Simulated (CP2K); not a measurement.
**PbSe: equation of state with LDA**

PbSe:

```xyz
2
Lattice="3.7843 0.0000 0.0000 0.0000 3.7843 0.0000 0.0000 0.0000 3.7843" Properties=species:S:1:pos:R:3 pbc="T T T"
Pb    0.0000    0.0000    0.0000
Se    1.8922    1.8922    1.8922
```

Measurements of this composition are mostly on another form, of space group No. 225.

| Item | Value |
| --- | --- |
| Program | CP2K 2026.2 |
| Task | equation of state |
| Functional | LDA |
| Potentials or basis | GTH_POTENTIALS Pb GTH-PADE-q4, Se GTH-PADE-q6; TZVP-MOLOPT-PBE-GTH basis |
| Density cutoff | 6123 eV |
| k mesh | 7 × 7 × 7 |
| Occupations | fermi-dirac, width 0.05 eV |
| Spin | no spin polarisation |

```json
{"Equilibrium volume": "24.71 Å³/atom (rough: see the caveat)", "Bulk modulus": "62 GPa (rough)"}
```

Energy against volume, from the lowest point:
```csv
volume (Å³/atom),energy (meV/atom)
25.472,0.00
26.014,7.81
26.556,19.08
27.098,33.43
27.640,50.51
28.182,70.03
28.724,91.68
```

All runs of the series together: 58 s on 1 thread of Arm Neoverse V2 (shared host).

Caveat: the minimum lies outside the volumes run; the basis of atomic orbitals isn't converged, which shifts pressures, moduli and gaps. The run has no spin-orbit coupling, so splittings on Pb are missing.
